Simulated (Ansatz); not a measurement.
Starting cell, CsCl (CsCl type):

```yaml
crystal:
  lattice:
    - [4.20527, 0.00000, 0.00000]
    - [0.00000, 4.20527, 0.00000]
    - [0.00000, 0.00000, 4.20527]
  atoms:
    - { symbol: Cs, position: [0.00000, 0.00000, 0.00000] }
    - { symbol: Cl, position: [0.50000, 0.50000, 0.50000] }
```

The atoms are displaced by Q × the pattern below (from a DFPT mode at Γ, largest move 1; Q in Å), at fixed cell. It is one choice among 3 degenerate patterns.

```csv
atom,x,y,z
Cs1,0.000,0.000,0.267
Cl2,0.000,0.000,-1.000
```

Method: PBE (plane waves to 420 eV, PAW, scalar-relativistic; Ansatz, a quantum-chemistry and plane-wave program). k mesh 8×8×8 (Γ-centred), Fermi-Dirac smearing 0.05 eV. E stands for the smeared free energy. Stress and pressure are positive under compression. CsCl was relaxed with its symmetry unable to fall. ΔE is measured from the undisplaced structure.

Task: Estimate the ΔE (meV/cell) and P (GPa) for Q (Å) = -0.187, -0.093, 0.093, 0.233, 0.280.

Result: 
| Q (Å) | ΔE (meV/cell) | P (GPa) |
|---|---|---|
| -0.187 | 16.1 | 0.24 |
| -0.093 | 4.0 | 0.07 |
| 0.093 | 4.0 | 0.07 |
| 0.233 | 25.3 | 0.37 |
| 0.280 | 36.8 | 0.53 |

(For displaced atoms, the force is minus the slope of the energy, and its curvature is a force constant, which sets phonon frequencies.)
